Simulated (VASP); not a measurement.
# Re: intraband terms of a metal's spectrum

Re, P6_3/mmc (no. 194), 2 atoms in the cell. PBE, independent-particle dielectric function; PAW potentials Re (PBE set).

## Input

INCAR.step1:
```
SYSTEM = Re
EDIFF = 1E-7
ENCUT = 260
ISMEAR = 1
KPAR = 4
LASPH = .TRUE.
LCHARG = .TRUE.
LMAXMIX = 4
LWAVE = .FALSE.
PREC = Accurate
SIGMA = 0.1
```

INCAR.step2:
```
SYSTEM = Re
CSHIFT = 0.1
EDIFF = 1E-6
ENCUT = 260
ICHARG = 11
ISMEAR = 0
KPAR = 4
LASPH = .TRUE.
LCHARG = .FALSE.
LMAXMIX = 4
LWAVE = .TRUE.
NBANDS = 25
NEDOS = 3000
OMEGAMAX = 30
PREC = Accurate
SIGMA = 0.3
```

INCAR.step3, as INCAR.step2 but for:
```
- LWAVE = .TRUE.
+ ALGO = None
+ ISTART = 1
+ LOPTICS = .TRUE.
+ LWAVE = .FALSE.
+ NELM = 1
```

INCAR.step4, as INCAR.step3 but for:
```
+ WPLASMAI = 0.03
```

INCAR.step5 to INCAR.step6 change the same tag again: WPLASMAI = 0.1, 0.3.

INCAR.step7, as INCAR.step6 but for:
```
- WPLASMAI = 0.3
+ RTIME = 20
```

INCAR.step8, as INCAR.step7 but for:
```
- RTIME = 20
+ RTIME = 5
```

INCAR.step9, as INCAR.step8 but for:
```
- RTIME = 5
+ LNABLA = .TRUE.
```

INCAR.step10, as INCAR.step9 but for:
```
- ISMEAR = 0
- LNABLA = .TRUE.
+ ISMEAR = -5
```

KPOINTS.step1:
```
k-points
0
Gamma
  11 11 6
```

KPOINTS.step2:
```
k-points
0
Gamma
  17 17 9
```

POSCAR:
```
Re
1.0
    2.7608000000      0.0000000000      0.0000000000
   -1.3804000000      2.3909229348      0.0000000000
    0.0000000000      0.0000000000      4.4582000000
Re
2
Direct
    0.6666666667      0.3333333333      0.7500000000
    0.3333333333      0.6666666667      0.2500000000
```

Commands (each step's output is kept before the next begins):
```
cat potpaw_PBE.64/Re/POTCAR > POTCAR
cp INCAR.step1 INCAR
cp KPOINTS.step1 KPOINTS
mpirun -np 4 vasp_std > vasp.out
cp INCAR.step2 INCAR
cp KPOINTS.step2 KPOINTS
mpirun -np 4 vasp_std > vasp.out
cp INCAR.step3 INCAR
mpirun -np 4 vasp_std > vasp.out
cp INCAR.step4 INCAR
mpirun -np 4 vasp_std > vasp.out
cp INCAR.step5 INCAR
mpirun -np 4 vasp_std > vasp.out
cp INCAR.step6 INCAR
mpirun -np 4 vasp_std > vasp.out
cp INCAR.step7 INCAR
mpirun -np 4 vasp_std > vasp.out
cp INCAR.step8 INCAR
mpirun -np 4 vasp_std > vasp.out
cp INCAR.step9 INCAR
mpirun -np 4 vasp_std > vasp.out
cp INCAR.step10 INCAR
mpirun -np 4 vasp_std > vasp.out
```

## Result

- Bands: 25

One ground state, settings moved in the last step alone:

| Settings | Plasma frequency (eV) | Im ε at 0.5 eV | Im ε at 1 eV | Im ε at 2 eV | Im ε at 4 eV | Time (s) |
|---|---|---|---|---|---|---|
| interband part alone | 7.51 | 62.7 | 32.6 | 23.9 | 23.3 | 20 |
| Drude term, WPLASMAI 0.03 | 7.51 | 76.2 | 34.3 | 24.1 | 23.3 | 22 |
| Drude term, WPLASMAI 0.1 | 7.51 | 106.1 | 38.2 | 24.6 | 23.4 | 21 |
| Drude term, WPLASMAI 0.3 | 7.51 | 162.3 | 48.2 | 25.9 | 23.6 | 19 |
| relaxation time RTIME 20 fs | 7.51 | 77.5 | 34.5 | 24.1 | 23.3 | 17 |
| relaxation time RTIME 5 fs | 7.51 | 118.3 | 39.9 | 24.8 | 23.4 | 16 |
| transversal form (LNABLA) | 6.96 | 51.0 | 26.0 | 19.0 | 19.4 | 16 |
| tetrahedron method | – | – | – | – | – | no result |

Limits: Spin-orbit coupling is left out, which can matter with atoms this heavy.

VASP 6.6.1 took 176 s on 4 cores (AMD EPYC 7571), a shared host.
